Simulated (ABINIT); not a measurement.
Set up this calculation in ABINIT 10.8.3 (patched build), as the native input.

- Task: equation of state
- Functional: PW91
- Potentials or basis: JTH PAW PBE v2.0
- Cutoff: 517 eV
- k mesh: 11 × 11 × 11
- Occupations: fermi-dirac, width 0.05 eV
- Spin: no spin polarisation
- Fine-grid cutoff: 1034.03 eV
- Exchange and correlation inside the PAW spheres: full angular mesh (pawxcdev 0, this build's default; the released program takes 1)

The system is Ta.

```
Ta
1.0
    -1.65128    1.65128    1.65128
     1.65128   -1.65128    1.65128
     1.65128    1.65128   -1.65128
Ta
1
Direct
  0.00000 0.00000 0.00000
```

The input as run:

run.abi

```
# Datasets: one volume each
ndtset 7
getwfk -1
scalecart1 3*0.9795861087
scalecart2 3*0.9864848297
scalecart3 3*0.9932883884
scalecart4 3*1.0000000000
scalecart5 3*1.0066227096
scalecart6 3*1.0131594038
scalecart7 3*1.0196128224

# Pseudopotentials
pp_dirpath "./"
pseudos "Ta.GGA_PBE-JTH.xml"

# Structure
acell 3*1.0 Angstrom
rprim
    -1.6512800000     1.6512800000     1.6512800000
     1.6512800000    -1.6512800000     1.6512800000
     1.6512800000     1.6512800000    -1.6512800000
ntypat 1
znucl 73
natom 1
typat 1
xred
     0.0000000000     0.0000000000     0.0000000000

# Plane-wave basis
ecut 517.016339 eV
pawecutdg 38.0

# k points
kptopt 1
ngkpt 11 11 11
nshiftk 1
shiftk 0.0 0.0 0.0

# Exchange and correlation
ixc -109134

# Bands and occupations
nband 11
occopt 3
tsmear 0.05 eV

# SCF cycle
nstep 100
tolvrs 1.0e-9

# Output
iomode 3
prtwf 1
prtden 0
prteig 0
prtebands 0
enunit 2
```

Potentials or basis: JTH PAW PBE v2.0.

Launch:

```sh
$ abinit run.abi > log 2>&1
```

It gave:

```yaml
Equilibrium_volume: 18.22 Å³/atom
Bulk_modulus: 197 GPa
Pressure_derivative_of_the_bulk_modulus: 4.1
```

Caveat: pressures at fixed basis lie under the slope of the energies; the PAW data sets were made with another functional, which shifts forces and pressure a little.

It took 59 s on 1 thread of Intel(R) Xeon(R) Processor @ 2.70GHz, on a shared host, peak memory 0.13 GiB.
